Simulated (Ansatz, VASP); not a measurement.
## ZnO (zincite) in two plane-wave programs

One calculation is typed for both programs; each brings its own data sets and cutoff. How far apart do they land? The cell is taken from a series of runs on this material, whose earlier steps may have relaxed or scaled it; both programs get it as it stands.

Program: Ansatz 0.2.0. Level of theory: plane waves, with VASP 6.6.1 beside it; single point at PBE. Results are calculated unless marked as measured.

### Step 1. Set-up

The structure is hexagonal, space group P6_3mc (No. 186). The conventional cell has a = 3.249 Å, b = 3.249 Å, c = 5.206 Å, α = 90.00°, β = 90.00°, γ = 120.00°. Nearest to Zn lie 4 O at 1.97 to 1.98 Å. O has 4 Zn at 1.97 to 1.98 Å nearest. Farther neighbours and most contacts between anions are not listed.

As a file:

```cif
data_structure
_symmetry_space_group_name_H-M 'P6_3mc'
_symmetry_Int_Tables_number 186
_cell_length_a 3.2493
_cell_length_b 3.2493
_cell_length_c 5.2057
_cell_angle_alpha 90.000
_cell_angle_beta 90.000
_cell_angle_gamma 120.000
_cell_volume 47.60
loop_
_atom_site_label
_atom_site_type_symbol
_atom_site_symmetry_multiplicity
_atom_site_Wyckoff_symbol
_atom_site_fract_x
_atom_site_fract_y
_atom_site_fract_z
_atom_site_occupancy
Zn1 Zn 2 b 0.66667 0.33333 0.00000 1
O1 O 2 b 0.33333 0.66667 0.87901 1
```

### Step 2. Ansatz: single point, PBE

Ansatz runs on its default PAW (the set named soft_2) files.

A single point gives forces, pressure and levels at one fixed geometry, so differences don't come from the geometry; what else differs is listed under the comparison.

The input, input.yaml:

```yaml
crystal:
  lattice:
    - [3.249308, 0.0, 0.0]
    - [-1.624654, 2.8139832727, 0.0]
    - [0.0, 0.0, 5.205709]
  atoms:
    - { symbol: Zn, position: [0.6666666667, 0.3333333333, 0.0] }
    - { symbol: Zn, position: [0.3333333333, 0.6666666667, 0.5] }
    - { symbol: O, position: [0.3333333333, 0.6666666667, 0.87901] }
    - { symbol: O, position: [0.6666666667, 0.3333333333, 0.37901] }
hamiltonian:
  xc: pbe
  pseudopotentials: { kind: paw }
kpoints:
  mp_grid: { grid: [7, 7, 4] }
scf:
  occupations: { method: gaussian, width: 0.01 }
  n_extra_bands: 5
output:
  forces: true
  stress: true
  eigenvalues: true
```

On the command line:

```bash
> ansatz run input.yaml --threads 2 --pin off --max-ram 4608MiB --backend cpu --events-out ev --progress --plain --runs-dir out
```

Numbers of over 12 decimals in the logs are rounded to 6 here.

The log of the run:

```text
scf.n_extra_bands = 5 over 18 filled bands (N_el = 36.0): the run solves 23 bands
Engine: ansatz 0.2.0, aarch64-unknown-linux-gnu
Pseudopotentials: kind: paw
Pseudopotential: Zn, paw, valence charge 12, recommended cutoff 420 eV (normal), Zn.paw.azcp
Pseudopotential: O, paw, valence charge 6, recommended cutoff 420 eV (normal), O.paw.azcp
Functional definition: PBE
  parameter kappa = 0.804
  parameter beta = 0.066725
  exchange = pbe_x(kappa = kappa, mu = beta*pi^2/3)
  correlation = pbe_c(beta = beta)
Crystal: 4 atoms, lattice volume = 47.598 Å³
Basis set: ecut = 420 eV, 941 PW (Γ), exchange–correlation on 48×48×72 points (8 copies of the dense FFT grid, shifted against one another)
Bands: 23, of which v1, the nominal top of the filled ones, is band 18 counted from 1 (17 counted from 0)
Symmetry: 12 space group operations
Space group: P63mc (ITA 186), of the structure as read, at distance tolerance 3.6e-5 Å
k-points: 24 of 196 (time reversal used)
Non-local potential: Zn, projectors of the file, l = 0: 2, l = 1: 2, l = 2: 3, l = 3: 1
Non-local potential: O, projectors of the file, l = 0: 2, l = 1: 2, l = 2: 1
PAW form: soft (Blöchl's): semilocal exchange-correlation on the pseudo side does not see the compensation charge
PAW one-centre angular grid: Zn, 590 points (default); XC on 64 Gauss nodes
PAW one-centre angular grid: O, 110 points (default); XC on 64 Gauss nodes
Initial density: superposition of atomic densities (neutral atoms: chi_scale 0, normalization atom), corrected by the library's trained network
Initial wavefunctions: pseudopotential atomic-orbital guess
Functional: x = pbe(κ = 0.804, μ = 0.219515), c = pbe(β = 0.066725)
SCF iter   1: F=—  HF=-7773.664088 eV  |F-HF|=—  |Δ(HF+E_count)|=         —  Δρ=6.81e-4  dr2=6.96e-5  ethr=1.77e-3  ⟨swp⟩=6.0  Hψ=2507  notcnv=0
preconditioner: auto → Resta (q_TF=auto, 2.604 Å⁻¹)  ε∞=6.8  [insulator: Δε(μ)=0.806 eV  Ē_g=13.444 eV  σ=0.010 eV  W_gap=1.00  n_scr=22 (ndim 8)  ℏωp=32.3 eV  f_vac=0.035  D(μ)=0.00/eV (n_scr^D=0)  ε∞_Penn≈6.8]
SCF iter   2: F=—  HF=-7773.665438 eV  |F-HF|=—  |Δ(HF+E_count)|=   1.35e-3  Δρ=4.19e-4  dr2=2.89e-5  ethr=1.93e-7  ⟨swp⟩=3.0  Hψ=1515  notcnv=0  defer=24
SCF iter   3: F=—  HF=-7773.665509 eV  |F-HF|=—  |Δ(HF+E_count)|=   7.07e-5  Δρ=2.47e-4  dr2=1.27e-5  ethr=8.02e-8  ⟨swp⟩=2.0  Hψ=910  notcnv=0  defer=24
SCF iter   4: F=—  HF=-7773.665557 eV  |F-HF|=—  |Δ(HF+E_count)|=   4.86e-5  Δρ=9.53e-5  dr2=2.90e-6  ethr=3.52e-8  ⟨swp⟩=2.0  Hψ=992  notcnv=0  defer=24
SCF iter   5: F=—  HF=-7773.665559 eV  |F-HF|=—  |Δ(HF+E_count)|=   2.06e-6  Δρ=2.50e-5  dr2=2.23e-7  ethr=8.06e-9  ⟨swp⟩=2.0  Hψ=905  notcnv=0  defer=24
SCF iter   6: F=-7773.665559 eV  HF=-7773.665559 eV  |F-HF|=7.35e-8  |Δ(HF+E_count)|=   1.32e-7  Δρ=1.23e-5  dr2=5.43e-8  ethr=2.78e-10  ⟨swp⟩=6.8  Hψ=2529  notcnv=0
SCF 1 converged in 6 iterations: F = -7773.665559 eV  dr2 = 5.43e-8
  greatest PAW one-centre occupation: 0.987 electrons in one spin orbital (limit 2), on the Zn atom at site 1 (counted from 0), in its partial waves of l = 2
SCF converged after 6 iterations
Free energy (F): -7773.665559 eV
Harris-Foulkes:  -7773.665559 eV  (|F-HF|=7.35e-8)
Internal energy: -7773.665559 eV  (E = F + TS)
E sigma→0 (E₀):  -7773.665559 eV
Fermi energy:    7.624687 eV
--- Per-component energies (eV) ---
  E_band       = 65.640652
  E_kinetic    = 611.978678
  E_local      = -4003.489056  (includes V_loc(G=0)·N_el)
  E_nonlocal   = 1335.443153
  E_hartree    = 1645.585605
  E_xc         = -420.046028
  E_vxc        = -289.983385  (∫ρ·V_xc dr)
  E_paw        = -3980.547411  (= ΣΔE_a)
  E_vpaw       = -879.482518  (= ΣTr[D̂ρ^β])
  E_aug_tail   = 0.004244  (compensation charges beyond the density's cutoff)
  E_ewald      = -2962.594745
  E_smearing   = -0.000000  (= −TS)
  E_closure    = 0.000000  (closes the sum)
  Σ components = -7773.665559   (vs F -7773.665559, Δ=0.00e0)
--- Forces (eV/Å), atoms counted from 1 ---
  atom   1  Zn     0.00000000     0.00000000    -0.06996658
  atom   2  Zn     0.00000000    -0.00000000    -0.06996658
  atom   3  O     -0.00000000     0.00000000     0.06994724
  atom   4  O      0.00000000    -0.00000000     0.06994724
  max |Σ_I F_I| component: 3.87e-5 eV/Å
--- Stress (GPa, compression-positive) ---
        4.344686       0.000000      -0.000000
        0.000000       4.344686       0.000000
       -0.000000       0.000000       6.033853
  P = ⅓ Tr σ = 4.9077 GPa (49.077 kbar)
--- Band table (eV; the first three rows and the last of 24) ---
  k-point 0: bands = [... 14 lower, 6.4123, 7.1501, 7.2226, 7.2226, 8.0267, 12.4531, 15.4883, 20.0996, ... 1 higher]
  k-point 1: bands = [... 14 lower, 6.5333, 6.5333, 7.1062, 7.1062, 9.1633, 11.9447, 15.9571, 19.6000, ... 1 higher]
  k-point 2: bands = [... 14 lower, 6.8222, 6.8222, 6.8222, 6.8222, 10.6939, 10.6939, 17.3552, 17.3552, ... 1 higher]
  k-point 23: bands = [... 14 lower, 4.7299, 4.7299, 5.9860, 5.9860, 14.3474, 14.3474, 15.8402, 15.8402, ... 1 higher]
```

The run ends at a pressure of 4.91 GPa, with forces up to 0.070 eV/Å.

### Step 3. VASP: single point, PBE

The same cell, functional, mesh and smearing now go to VASP, with its own data sets and cutoff.

Lines of VASP's logs that name or quote its potential files are left out, and so is its time.

The input, INCAR:

```
SYSTEM = ZnO
PREC = Accurate
ENCUT = 670
EDIFF = 1E-06
NELM = 100
ISMEAR = 0
SIGMA = 0.01
LREAL = .FALSE.
ALGO = Normal
GGA = PE
NBANDS = 32
LORBIT = 11
LWAVE = .FALSE.
LCHARG = .FALSE.
KPAR = 2
ISIF = 2
```

The input, POSCAR:

```
ZnO
1.0
    3.2493080000      0.0000000000      0.0000000000
   -1.6246540000      2.8139832727      0.0000000000
    0.0000000000      0.0000000000      5.2057090000
Zn O
2 2
Direct
    0.6666666667      0.3333333333      0.0000000000
    0.3333333333      0.6666666667      0.5000000000
    0.3333333333      0.6666666667      0.8790100000
    0.6666666667      0.3333333333      0.3790100000
```

The input, KPOINTS:

```
Automatic mesh
0
Gamma
7 7 4
0 0 0
```

The projector-augmented-wave data sets are Zn_sv_GW and O_GW (PBE family, release 64).

On the command line:

```bash
> mpirun -np 2 vasp_std
```

The log of the run:

```text
[banner, memory and clock lines left out]
running    2 mpi-ranks, on    1 nodes
 distrk:  each k-point on    1 cores,    2 groups
 distr:  one band on    1 cores,    1 groups

 POSCAR found type information on POSCAR ZnO
 POSCAR found :  2 types and       4 ions
 LDA part: xc-table for (Slater+PW92), standard interpolation
 POSCAR, INCAR and KPOINTS ok, starting setup
 FFT: planning ... GRIDC
 FFT: planning ... GRID_SOFT
 FFT: planning ... GRID
 WAVECAR not read
 entering main loop
       N       E                     dE             d eps       ncg     rms          rms(c)
DAV:   1     0.952545053790E+03    0.95255E+03   -0.35046E+04  2440   0.105E+04
DAV:   2     0.965417230754E+02   -0.85600E+03   -0.83113E+03  2944   0.213E+03
DAV:   3    -0.160511510529E+02   -0.11259E+03   -0.11165E+03  3064   0.774E+02
DAV:   4    -0.209440713357E+02   -0.48929E+01   -0.48854E+01  2648   0.117E+02
DAV:   5    -0.211864901218E+02   -0.24242E+00   -0.24230E+00  2416   0.252E+01    0.102E+01
DAV:   6    -0.179168004485E+02    0.32697E+01   -0.99895E+00  3064   0.248E+02    0.331E+00
DAV:   7    -0.179926904660E+02   -0.75890E-01   -0.18750E+00  2696   0.624E+01    0.226E+00
DAV:   8    -0.179835585756E+02    0.91319E-02   -0.25215E-01  3040   0.970E+00    0.805E-01
DAV:   9    -0.179681431960E+02    0.15415E-01   -0.37721E-02  2832   0.753E+00    0.274E-01
DAV:  10    -0.179685573616E+02   -0.41417E-03   -0.19409E-02  2872   0.645E+00    0.209E-01
DAV:  11    -0.179682427102E+02    0.31465E-03   -0.27400E-03  3040   0.412E+00    0.202E-02
DAV:  12    -0.179682611500E+02   -0.18440E-04   -0.32665E-04  2384   0.492E-01    0.684E-03
DAV:  13    -0.179682646760E+02   -0.35260E-05   -0.11543E-05  1536   0.170E-01    0.223E-03
DAV:  14    -0.179682656431E+02   -0.96708E-06   -0.25721E-06  1328   0.700E-02
   1 F= -.17968266E+02 E0= -.17968266E+02  d E =-.242946E-39
```

OUTCAR, selected parts (step 3):

```text
ion  position               nearest neighbor table
   1  0.667  0.333  0.000-   4 1.97   3 1.98   3 1.98   3 1.98
   2  0.333  0.667  0.500-   3 1.97   4 1.98   4 1.98   4 1.98
   3  0.333  0.667  0.879-   2 1.97   1 1.98   1 1.98   1 1.98
   4  0.667  0.333  0.379-   1 1.97   2 1.98   2 1.98   2 1.98

  LATTYP: Found a hexagonal cell.
 ALAT       =     3.2493080000
 C/A-ratio  =     1.6020977390

 Subroutine GETGRP returns: Found 12 space group operations
 (whereof  6 operations were pure point group operations)

The static configuration has the point symmetry C_3v.
 The point group associated with its full space group is C_6v.

 Found     24 irreducible k-points:

   k-points           NKPTS =     24   k-points in BZ     NKDIM =     24   number of bands    NBANDS=     32

   dimension x,y,z NGX =    28 NGY =   28 NGZ =   48
   dimension x,y,z NGXF=    56 NGYF=   56 NGZF=   96

   ENCUT  =  670.0 eV  49.24 Ry    7.02 a.u.   6.86  6.86 10.99*2*pi/ulx,y,z

   NELECT =      52.0000    total number of electrons

 k-points in reciprocal lattice and weights: Automatic mesh
   0.00000000  0.00000000  0.00000000       0.005
   0.14285714  0.00000000  0.00000000       0.031
   0.28571429  0.00000000  0.00000000       0.031
   0.42857143 -0.00000000  0.00000000       0.031
   0.14285714  0.14285714  0.00000000       0.031
   0.28571429  0.14285714  0.00000000       0.061
   0.42857143  0.14285714  0.00000000       0.031
   0.28571429  0.28571429  0.00000000       0.031
   0.00000000  0.00000000  0.25000000       0.010
[...]
0.42857143  0.14285714  0.50000000       0.031
   0.28571429  0.28571429  0.50000000       0.031

 average (electrostatic) potential at core
       1 -77.9263       2 -77.9263       3 -71.3300       4 -71.3300

 E-fermi :   3.1002

 k-point     1 :       0.0000    0.0000    0.0000
  band No.  band energies     occupation
    ...
     22       2.2012      2.00000
     23       2.2012      2.00000
     24       2.9387      2.00000
     25       3.0100      2.00000
     26       3.0100      2.00000
     27       3.8206      0.00000
     28       8.2454      0.00000
     29      11.2845      0.00000
     30      15.8905      0.00000
     31      15.8906      0.00000
    ...

 k-point     2 :       0.1429    0.0000    0.0000
  band No.  band energies     occupation
    ...
     22       1.5055      2.00000
     23       1.9384      2.00000
     24       2.0775      2.00000
     25       2.8009      2.00000
     26       2.8694      2.00000
     27       5.0247      0.00000
     28       9.0253      0.00000
     29      11.2709      0.00000
     30      14.2043      0.00000
     31      15.8911      0.00000
    ...

 k-point     3 :       0.2857    0.0000    0.0000
  band No.  band energies     occupation
    ...
     22       0.2005      2.00000
     23       1.0545      2.00000
     24       1.3415      2.00000
     25       2.3837      2.00000
     26       2.5296      2.00000
     27       6.7199      0.00000
     28      10.3305      0.00000
     29      11.1450      0.00000
     30      12.2359      0.00000
     31      14.3673      0.00000
    ...

  Total        1.0745415      1.0745415      1.5787129      0.0000000     -0.0000000      0.0000000
  in kB       36.1694158     36.1694158     53.1399886      0.0000000     -0.0000000      0.0000000
  external PRESSURE =      41.8262734 kB  Pullay stress =       0.0000000 kB

  energy-cutoff  :      670.00
  volume of cell :       47.60
      direct lattice vectors                 reciprocal lattice vectors
     3.249308000  0.000000000  0.000000000     0.307757836  0.177684070  0.000000000
    -1.624654000  2.813983273  0.000000000     0.000000000  0.355368139  0.000000000
     0.000000000  0.000000000  5.205709000     0.000000000  0.000000000  0.192096792

 POSITION                                       TOTAL-FORCE (eV/Angst)
 -----------------------------------------------------------------------------------
      1.62465      0.93799      0.00000         0.000000      0.000000     -0.072169
     -0.00000      1.87599      2.60285         0.000000     -0.000000     -0.072169
     -0.00000      1.87599      4.57587         0.000000     -0.000000      0.072169
      1.62465      0.93799      1.97302        -0.000000      0.000000      0.072169
 -----------------------------------------------------------------------------------
    total drift:                               -0.000000     -0.000000      0.000811

  FREE ENERGIE OF THE ION-ELECTRON SYSTEM (eV)
  ---------------------------------------------------
  free  energy   TOTEN  =       -17.9682656431 eV

  energy  without entropy=      -17.9682656431  energy(sigma->0) =      -17.96826564

 total charge
# of ion       s       p       d       f       tot
--------------------------------------------------
    1        2.241   6.195   9.513   0.007  17.955
    2        2.241   6.195   9.513   0.007  17.955
    3        1.522   3.415   0.000   0.000   4.937
    4        1.522   3.415   0.000   0.000   4.937
--------------------------------------------------
tot          7.525  19.219  19.025   0.015  45.784

[... 3 further parts left out ...]
```

The run ends at a pressure of 4.18 GPa, with forces up to 0.072 eV/Å.

### Step 4. Comparison

Known differences besides the PAW data sets themselves: the data sets hold 36 valence electrons in Ansatz (default PAW (the set named soft_2) files) and 52 in VASP; the cutoff is 420 eV in Ansatz and 670 eV in VASP; VASP leaves aspherical gradient terms in its spheres out (LASPH is not set), Ansatz keeps them. Total energies have different zeros and are not compared.

Compared:

```csv
quantity,Ansatz,VASP,difference
pressure (GPa),4.91,4.18,+0.73
gap on the k mesh (eV),0.804,0.811,-0.006
```

Forces (eV/Å; atoms numbered as in POSCAR):

```csv
atom,"Ansatz x, y, z","VASP x, y, z"
Zn1,"0.000, 0.000, -0.070","0.000, 0.000, -0.072"
Zn2,"0.000, 0.000, -0.070","0.000, 0.000, -0.072"
O3,"0.000, 0.000, 0.070","0.000, 0.000, 0.072"
O4,"0.000, 0.000, 0.070","0.000, 0.000, 0.072"
```

The forces differ by 1.3 meV/Å r.m.s., which is 3.1 % of the r.m.s. force of 0.04 eV/Å (both taken over all components). Ansatz's pressure holds a Pulay correction of 0.73 GPa; VASP's holds none.

### Step 5. What moves the difference

How far does this hang on the set-up? Further runs change one program's set-up at a time, as the table lists.

```csv
run,r.m.s. force difference (meV/Å)
as above,1.3
VASP with the data sets Zn and O_h and a cutoff of 1230 eV,2.7
```

### Step 6. Summary of results

* r.m.s. force difference (single point, PBE): 1.3 meV/Å
* difference in pressure (single point, PBE): 0.73 GPa

**Reading.** The difference in pressure is 0.73 GPa (single point, PBE), within the 1 GPa picked in this series as the mark of a large difference. For single point, PBE: no further run halves the r.m.s. force difference (one raises it to 2.7 meV/Å). How closely two codes agree says nothing of how well the functional describes the real material.

[Lines on the potential files, build, host, timing and source positions are cut from VASP's logs without a mark.]

[Logs are printed without paths, hosts, clocks, repeated set-up lines and the standing remarks that a program may print on its own settings, such as how far it seeks lower states.]

[Hosts, paths, dates, database ids (printed as entryN), source tags and the programs' standing remarks are cut or masked in the printed files.]
